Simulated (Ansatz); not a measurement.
**NaH: from supercell energies to defect levels (Na on the H site)**

These are results of Ansatz 0.2.0, DFT PBE, scalar-relativistic, plane waves, PAW, not measurements. Settings: 420 eV cutoff, 2×2×2 k-mesh, shifted by half a step, Gaussian smearing of 0.01 eV, collinear spin in charge +1, -1 alone.

Host crystal, relaxed:

```
Na H
1.0
     0.00000    2.41545    2.41545
     2.41545    0.00000    2.41545
     2.41545    2.41545    0.00000
Na H
1 1
Direct
  0.00000 0.00000 0.00000
  0.50000 0.50000 0.50000
```

The Na on the H site was set at (0.500, 0.500, 0.500) of the host cell, in a supercell of 32 sites (451 Å³), relaxed at fixed cell in each charge q. The host's Kohn–Sham gap is 3.76 eV and its static dielectric constant 10.1 (mean). For each charge: the supercell's free energy over the neutral one with q electrons exchanged at the valence band top, F(q) − F(0) + qE_v; the image-charge term; and the term that aligns the potential far from the defect with the host's.

```
 q F(q) − F(0) + qE_v (eV) image charge (eV) alignment (eV)
+1                   -2.904              0.268           0.298
 0                    0.000              0.000           0.000
-1                    4.473              0.268          -0.329
```

Question: Add the terms and find the levels between neighbouring charges, ε(q/q′) = [A(q′) − A(q)]/(q − q′), with and without the two corrections.

Answer: A(q): -2.338 eV for +1, 0.000 eV for 0, 4.412 eV for -1.
| level | corrected (eV over E_v) | uncorrected (eV) |
| --- | --- | --- |
| (+1/0) | 2.34 | 2.90 |
| (0/-1) | 4.41 | 4.47 |

As a check, a point charge in a simple cubic cell of this volume has q²αe²/(2εL) = 0.263 q² eV (e² = 14.40 eV Å, α = 2.837, L = 7.67 Å); the shape of the real cell can change it somewhat. The term grows as q², so it pushes donor levels down and acceptor levels up. The program doubts the alignment for q = +1, -1, so levels beside it are uncertain by about that term.

Question: Which of these charges is lowest with the Fermi level at the valence band top, at mid-gap and at the conduction band bottom?

Answer: The line A(q) + qE_F that lies lowest gives the charge: +1 at E_F = 0.00 eV, +1 at E_F = 1.88 eV, 0 at E_F = 3.76 eV. (0/-1) falls outside this Kohn–Sham gap, so the change of charge isn't reached within it; the real gap is usually wider and may hold a localised level, while a level that comes from a carrier in the host's bands only marks the band edge and moves with it. In charge -1 the cell has partly filled levels, from a carrier spread over the host's bands, a defect level that the small cell broadens into a band, or a degenerate defect level that the symmetric start can't split, so the levels beside it are doubtful. In charge -1 the extra carrier sits in the host's bands, sampled away from their edge; a term of -0.63 eV would put the level beside it at that edge (it also undoes corrections that don't apply to a spread carrier) and isn't included above. Charges beyond those computed could lie lower near the band edges.

Question: The neutral defect forms at 3.49 eV with atoms taken from and returned to the elements. What are the formation energies at those three Fermi levels, and what share of sites would hold the defect at 1200 K with E_F at mid-gap, if the host still stood at that temperature?

Answer: E_f = E_f(0) + A(q) + qE_F = 1.15, 3.03, 3.49 eV. In the dilute limit the share is exp(−E_f/k_BT) = exp(−3.031/0.1034) = 1.9×10⁻¹³, leaving out degeneracy and vibrational entropy. Both elements stand at their elemental potentials, a limit that the host or competing compounds often put out of reach. The small cell and the narrow Kohn–Sham gap leave errors of tenths of an eV or more, which change the share by orders of magnitude.